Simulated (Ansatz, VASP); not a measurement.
## Two plane-wave programs on KCl

POSCAR

```
KCl
1.0
    3.7708086025      0.0000000000      0.0000000000
    0.0000000000      3.7708086025      0.0000000000
    0.0000000000      0.0000000000      3.7708086025
K Cl
1 1
Direct
    0.0000000000      0.0000000000      0.0000000000
    0.5000000000      0.5000000000      0.5000000000
```

The input INCAR.step1:

```
SYSTEM = KCl
ALGO = Normal
EDIFF = 1E-4
ENCUT = 520
GGA = PE
ISMEAR = 0
LASPH = .TRUE.
LCHARG = .FALSE.
LREAL = .FALSE.
LWAVE = .TRUE.
NBANDS = 15
NELM = 60
PREC = Accurate
SIGMA = 0.01
```

File INCAR.step2:

```
SYSTEM = KCl
ALGO = Normal
EDIFF = 1E-6
ENCUT = 520
ISIF = 2
ISMEAR = 0
ISTART = 1
LASPH = .TRUE.
LCHARG = .FALSE.
LMIXTAU = .TRUE.
LREAL = .FALSE.
LWAVE = .FALSE.
METAGGA = R2SCAN
NBANDS = 15
NELM = 60
PREC = Accurate
SIGMA = 0.01
```

File KPOINTS:

```
k-points
0
G
  6 6 6
  0 0 0
```

Input for Ansatz:

```yaml
crystal:
  lattice:
    - [3.7708086025, 0.0, 0.0]
    - [0.0, 3.7708086025, 0.0]
    - [0.0, 0.0, 3.7708086025]
  atoms:
    - { symbol: K, position: [0.0, 0.0, 0.0] }
    - { symbol: Cl, position: [0.5, 0.5, 0.5] }
kpoints:
  mp_grid: { grid: [6, 6, 6] }
hamiltonian:
  xc: r2scan
scf:
  occupations: { method: fixed }
  n_extra_bands: 4
output:
  forces: true
  stress: true
  eigenvalues: true
```

Alike in both runs: task single point; functional r2SCAN; k mesh 6 × 6 × 6; no spin polarisation.

|  | VASP | Ansatz |
| --- | --- | --- |
| version | VASP 6.6.1 | Ansatz 0.2.0 |
| potentials or method | VASP PAW PBE potentials, release 64 (K_sv, Cl) | plane waves, PAW |
| plane-wave cutoff (eV) | 520 | 500 |
| occupations | gaussian, width 0.01 eV | fixed |
| valence electrons in the cell | 16 | 16 |

Ansatz gave:

| Quantity | Value |
| --- | --- |
| gap on the k mesh at the Fermi level (eV) | 5.80 |
| pressure (GPa) | 0.0 |

Question: Which values does VASP return?

Answer: gap on the k mesh at the Fermi level (eV): 5.81; pressure (GPa): 0.0.

Caveats: the PAW data sets were made with another functional, which shifts forces and pressure a little (VASP). A k mesh can miss the band edges.
